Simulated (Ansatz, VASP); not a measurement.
## Ca: VASP beside Ansatz

```xyz
2
Lattice="3.9800 0.0000 0.0000 -1.9900 3.4468 0.0000 0.0000 0.0000 6.5200" Properties=species:S:1:pos:R:3 pbc="T T T"
Ca    1.9900    1.1489    4.8900
Ca    0.0000    2.2979    1.6300
```

This isn't the form of Ca at room conditions, which is fcc.

Alike in both runs: functional LDA; k mesh 5 × 5 × 3; occupations fermi-dirac, width 0.05 eV; no spin polarisation.

|  | VASP | Ansatz |
| --- | --- | --- |
| version | VASP 6.6.1 | Ansatz 0.2.0 |
| potentials or method | VASP PAW LDA potentials, release 64 (Ca_sv) | Ansatz PAW |
| plane-wave cutoff (eV) | 520 | 420 |
| valence electrons in the cell | 20 | 20 |
| task | single point | band structure |

|  | VASP | Ansatz | Ansatz less VASP |
| --- | --- | --- | --- |
| gap on the k mesh at the Fermi level (eV) | none | none | - |
| pressure (GPa) | -2.3 | -2.3 | 0.00 |

A gap of «none» marks a metal or a gap that the smearing closes.

Caveats: the k mesh is coarse (spacing up to 0.36 Å⁻¹), so the values aren't converged; the PAW data sets come from PBE, with cores solved anew for the run's functional, which leaves a small shift of forces and pressure (Ansatz).
